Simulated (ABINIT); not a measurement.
Runs of ABINIT 10.8.3 (patched build) on FeO (Wuestite). The structure is cubic, space group Fm-3m (No. 225). Conventional cell: a = 4.311 Å, b = 4.311 Å, c = 4.311 Å, α = 90.00°, β = 90.00°, γ = 90.00°. Fe (site symmetry m-3m) has 6 O at 2.16 Å as nearest neighbours. Around O (site symmetry m-3m) lie 6 Fe at 2.16 Å. 

```csv
task,level,potentials or basis,cell,k mesh,cutoff (eV),cell freedom (optcell),optimiser (ionmov),cutoff smearing ecutsm (Ha),force stop (Ha/bohr),stop of the response cycle (tolvrs),gap on the mesh (eV),pressure (GPa),moment (μB),relaxed volume (Å³/atom)
relaxation of cell and atoms,PBE,PseudoDojo NC SR PBE v0.4.1 standard,relaxed,8 × 8 × 8,1252,2,2,0.5,2e-05,-,none,0.0,4.00,9.97
phonons,PBE,SG15 NC PBE v1.2,as given,"6 × 6 × 6, with 4 shifts",1088,-,-,-,-,1e-09,-,-0.9,4.00,-
phonons at a zone-boundary q,PBEsol,PseudoDojo NC SR PBEsol v0.4.1 standard,as given,"6 × 6 × 6, with 4 shifts",1116,-,-,-,-,1e-10,-,(a),4.00,-
single point,LDA,PseudoDojo NC SR LDA v0.4.1 standard,as given,8 × 8 × 8,1252,-,-,-,-,-,none,-16.2,4.00,-
relaxation of cell and atoms,PBE,PseudoDojo NC SR PBE v0.5 stringent,relaxed,8 × 8 × 8,1605,2,2,0.5,2e-05,-,none,0.0,4.00,9.97
```

Alike in all rows: spin collinear, ferromagnetic start; smearing fermi-dirac 0.05 eV.

Problem. Estimate the missing entries.

Solution. (a) -10.9.

Caveats: a cell with one magnetic atom can't hold antiferromagnetic order, which such compounds often take; semilocal functionals often make such compounds metallic where correlation or magnetic order opens a gap, which also shifts bond lengths (some runs); the mesh is coarse for a metal's response (some runs); this build's spin-polarised response under this functional may be imprecise (some runs); so large a pressure means that the cell lies far from this level's equilibrium, or that cutoff or potentials fall short (some runs).

A k mesh can miss the band edges.

A gap of «none» marks a metal or a gap under the smearing width.

Not every run made on this cell is shown here.
